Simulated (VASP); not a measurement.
## VASP 6.6.1, PBEsol relaxation of cell and atoms, KI (rocksalt)

INCAR

```
PREC = Accurate
EDIFFG = -5E-3
NSW = 40
LASPH = .TRUE.
NBANDS = 15
LREAL = .FALSE.
SIGMA = 0.02
ISMEAR = -1
ENCUT = 600
IBRION = 2
LCHARG = .FALSE.
GGA = PS
NELM = 120
LWAVE = .FALSE.
ISIF = 3
EDIFF = 1E-7
```

KPOINTS

```
KPOINTS created by Atomic Simulation Environment
0
Gamma
6 6 6
0 0 0
```

POSCAR

```
K  I
 1.0000000000000000
     0.0000000000000000    3.5911514308236332    3.5911514308236332
     3.5911514308236332    0.0000000000000000    3.5911514308236332
     3.5911514308236332    3.5911514308236332    0.0000000000000000
 K   I
   1   1
Cartesian
  0.0000000000000000  0.0000000000000000  0.0000000000000000
  3.5911514308236332  3.5911514308236332  3.5911514308236332
```

VASP ran with the recommended PBE PAW datasets (16 valence electrons in the cell).

Command

```
mpirun -np 1 vasp_std
```

From OUTCAR

```
k-points           NKPTS =     16   k-points in BZ     NKDIM =     16   number of bands    NBANDS=     15

   NELECT =      16.0000    total number of electrons

   dimension x,y,z NGX =    40 NGY =   40 NGZ =   40
   dimension x,y,z NGXF=    80 NGYF=   80 NGZF=   80

  energy-cutoff  :      600.00
  volume of cell :       86.36
      direct lattice vectors                 reciprocal lattice vectors
     0.000000000  3.508231128  3.508231128    -0.142521967  0.142521967  0.142521967
     3.508231128  0.000000000  3.508231128     0.142521967 -0.142521967  0.142521967
     3.508231128  3.508231128  0.000000000     0.142521967  0.142521967 -0.142521967

 k-points in reciprocal lattice and weights: KPOINTS created by Atomic Simulation Env
   0.00000000  0.00000000  0.00000000       0.005
   0.16666667  0.00000000  0.00000000       0.037
   0.33333333  0.00000000  0.00000000       0.037
   0.50000000  0.00000000  0.00000000       0.019
   0.16666667  0.16666667  0.00000000       0.028
   0.33333333  0.16666667  0.00000000       0.111
   0.50000000  0.16666667  0.00000000       0.111
  -0.33333333  0.16666667  0.00000000       0.111
   ...

 E-fermi :   0.0202

 k-point     1 :       0.0000    0.0000    0.0000
  band No.  band energies     occupation
      1     -28.6896      2.00000
      2     -12.2454      2.00000
      3     -12.2454      2.00000
      4     -12.2454      2.00000
      5     -10.9694      2.00000
      6      -0.3998      2.00000
      7      -0.3998      2.00000
      8      -0.3998      2.00000
      9       3.4591      0.00000
     10       6.0168      0.00000
     11       6.0168      0.00000
     12       6.0168      0.00000
     13       6.7720      0.00000
     14       6.7720      0.00000
     15       9.2258      0.00000

 k-point     2 :       0.1667    0.0000    0.0000
  band No.  band energies     occupation
      1     -28.6890      2.00000
      2     -12.2980      2.00000
      3     -12.2461      2.00000
      4     -12.2461      2.00000
      5     -10.8827      2.00000
      6      -0.8481      2.00000
      7      -0.4973      2.00000
      8      -0.4973      2.00000
      9       4.1035      0.00000
     10       5.9269      0.00000
     11       6.3159      0.00000
     12       6.3159      0.00000
     13       7.1013      0.00000
     14       7.1013      0.00000
     15      10.1523      0.00000

 k-point     3 :       0.3333    0.0000    0.0000
  band No.  band energies     occupation
      1     -28.6878      2.00000
      2     -12.3882      2.00000
      3     -12.2474      2.00000
      4     -12.2474      2.00000
      5     -10.7219      2.00000
      6      -1.5218      2.00000
      7      -0.6771      2.00000
      8      -0.6771      2.00000
      9       4.8452      0.00000
     10       6.5707      0.00000
     11       7.0409      0.00000
     12       7.0409      0.00000
     13       7.9630      0.00000
     14       7.9630      0.00000
     15       9.3139      0.00000

 k-point     4 :       0.5000    0.0000    0.0000
  band No.  band energies     occupation
      1     -28.6872      2.00000
      2     -12.4279      2.00000
      3     -12.2480      2.00000
      4     -12.2480      2.00000
      5     -10.6458      2.00000
      6      -1.7994      2.00000
      7      -0.7606      2.00000
      8      -0.7606      2.00000
      9       5.0035      0.00000
     10       7.2686      0.00000
     11       7.7070      0.00000
     12       7.7070      0.00000
     13       8.2992      0.00000
     14       8.2992      0.00000
     15       8.9843      0.00000

 k-point     5 :       0.1667    0.1667    0.0000
  band No.  band energies     occupation
      1     -28.6888      2.00000
      2     -12.2951      2.00000
      3     -12.2506      2.00000
      4     -12.2506      2.00000
      5     -10.8727      2.00000
      6      -0.9279      2.00000
      7      -0.5159      2.00000
      8      -0.5159      2.00000
      9       4.2501      0.00000
     10       5.4134      0.00000
     11       6.6896      0.00000
     12       6.6896      0.00000
     13       6.9614      0.00000
     14       7.3641      0.00000
     15      10.3768      0.00000

 k-point     6 :       0.3333    0.1667    0.0000
  band No.  band energies     occupation
      1     -28.6878      2.00000
      2     -12.3487      2.00000
      3     -12.2539      2.00000
      4     -12.2526      2.00000
      5     -10.7723      2.00000
      6      -1.3515      2.00000
      7      -0.7083      2.00000
      8      -0.6540      2.00000
      9       4.9619      0.00000
     10       5.4834      0.00000
     11       7.2175      0.00000
     12       7.2494      0.00000
     13       7.7384      0.00000
     14       7.8424      0.00000
     15       9.6968      0.00000

 k-point     7 :       0.5000    0.1667    0.0000
  band No.  band energies     occupation
      1     -28.6870      2.00000
      2     -12.3930      2.00000
      3     -12.2578      2.00000
      4     -12.2526      2.00000
      5     -10.6856      2.00000
      6      -1.6370      2.00000
      7      -0.8941      2.00000
      8      -0.7673      2.00000
      9       5.2560      0.00000
     10       6.5633      0.00000
     11       7.1780      0.00000
     12       7.8151      0.00000
     13       8.1360      0.00000
     14       8.4841      0.00000
     15       9.5793      0.00000

 k-point     8 :      -0.3333    0.1667    0.0000
  band No.  band energies     occupation
      1     -28.6872      2.00000
      2     -12.3889      2.00000
      3     -12.2617      2.00000
      4     -12.2481      2.00000
      5     -10.6942      2.00000
      6      -1.5837      2.00000
      7      -0.8729      2.00000
      8      -0.7524      2.00000
      9       5.3588      0.00000
     10       6.4808      0.00000
     11       6.9764      0.00000
     12       7.3518      0.00000
     13       8.1945      0.00000
     14       8.5040      0.00000
     15       9.4205      0.00000

 k-point     9 :      -0.1667    0.1667   -0.0000
  band No.  band energies     occupation
      1     -28.6882      2.00000
      2     -12.3432      2.00000
      3     -12.2564      2.00000
      4     -12.2448      2.00000
      5     -10.7909      2.00000
      6      -1.2302      2.00000
      7      -0.6609      2.00000
      8      -0.6208      2.00000
      9       4.8402      0.00000
     10       5.7535      0.00000
     11       6.5865      0.00000
     12       6.9042      0.00000
     13       7.6306      0.00000
     14       7.7542      0.00000
     15       9.6420      0.00000

 k-point    10 :       0.3333    0.3333    0.0000
  band No.  band energies     occupation
      1     -28.6872      2.00000
      2     -12.3189      2.00000
      3     -12.2611      2.00000
      4     -12.2611      2.00000
      5     -10.7973      2.00000
      6      -1.4015      2.00000
      7      -0.7063      2.00000
      8      -0.7063      2.00000
      9       4.6664      0.00000
     10       5.2488      0.00000
     11       7.4122      0.00000
     12       7.6013      0.00000
     13       8.3756      0.00000
     14       8.3756      0.00000
     15       9.5846      0.00000

 k-point    11 :       0.5000    0.3333    0.0000
  band No.  band energies     occupation
      1     -28.6866      2.00000
      2     -12.3206      2.00000
      3     -12.2746      2.00000
      4     -12.2619      2.00000
      5     -10.7701      2.00000
      6      -1.4223      2.00000
      7      -0.9509      2.00000
      8      -0.7797      2.00000
      9       4.8026      0.00000
     10       5.7928      0.00000
     11       7.2838      0.00000
     12       7.7888      0.00000
     13       8.5156      0.00000
     14       8.9403      0.00000
     15       9.4518      0.00000

 k-point    12 :      -0.3333    0.3333    0.0000
  band No.  band energies     occupation
      1     -28.6866      2.00000
      2     -12.3489      2.00000
      3     -12.2826      2.00000
      4     -12.2554      2.00000
      5     -10.7175      2.00000
      6      -1.3714      2.00000
      7      -1.1977      2.00000
      8      -0.8026      2.00000
      9       5.4766      0.00000
     10       6.5884      0.00000
     11       6.7069      0.00000
     12       7.7980      0.00000
     13       8.1269      0.00000
     14       8.3899      0.00000
     15       9.7721      0.00000

 k-point    13 :       0.5000    0.5000    0.0000
  band No.  band energies     occupation
      1     -28.6864      2.00000
      2     -12.2977      2.00000
      3     -12.2665      2.00000
      4     -12.2665      2.00000
      5     -10.8154      2.00000
      6      -1.4529      2.00000
      7      -0.7854      2.00000
      8      -0.7854      2.00000
      9       4.3893      0.00000
     10       5.3197      0.00000
     11       7.6926      0.00000
     12       8.3417      0.00000
     13       8.3539      0.00000
     14       9.2621      0.00000
     15       9.2621      0.00000

 ...

  Total       -0.0016169     -0.0016169     -0.0016169      0.0000000      0.0000000      0.0000000
  in kB       -0.0299981     -0.0299981     -0.0299981      0.0000000      0.0000000      0.0000000
  external PRESSURE =      -0.0299981 kB  Pullay stress =       0.0000000 kB

 POSITION                                       TOTAL-FORCE (eV/Angst)
 -----------------------------------------------------------------------------------
      0.00000      0.00000      0.00000         0.000000      0.000000      0.000000
      3.50823      3.50823      3.50823        -0.000000     -0.000000     -0.000000
 -----------------------------------------------------------------------------------
    total drift:                                0.000000     -0.000000     -0.000000

  FREE ENERGIE OF THE ION-ELECTRON SYSTEM (eV)
  ---------------------------------------------------
  free  energy   TOTEN  =        -5.8159969450 eV

  energy  without entropy=       -5.8159969450  energy(sigma->0) =       -5.81599695
```

CONTCAR

```
K  I
   1.00000000000000
     0.0000000000000000    3.5082311276148204    3.5082311276148204
     3.5082311276148199    0.0000000000000000    3.5082311276148204
     3.5082311276148199    3.5082311276148204    0.0000000000000000
  K               I
     1     1
Direct
     0.0000000000000000    0.0000000000000000    0.0000000000000000
     0.5000000000000000    0.5000000000000000    0.5000000000000000

  0.00000000E+00  0.00000000E+00  0.00000000E+00
  0.00000000E+00  0.00000000E+00  0.00000000E+00
```

```json
{
  "relaxed cell vector lengths": "4.961, 4.961, 4.961 Å",
  "relaxed cell volume": "86.36 Å³"
}
```

The run was restarted once from its relaxed cell; OSZICAR and OUTCAR are the second run's.

The run (the restart alone) took about 32 s on one core of a shared host (Intel Xeon Platinum 8488C) and held 0.23 GiB at most.
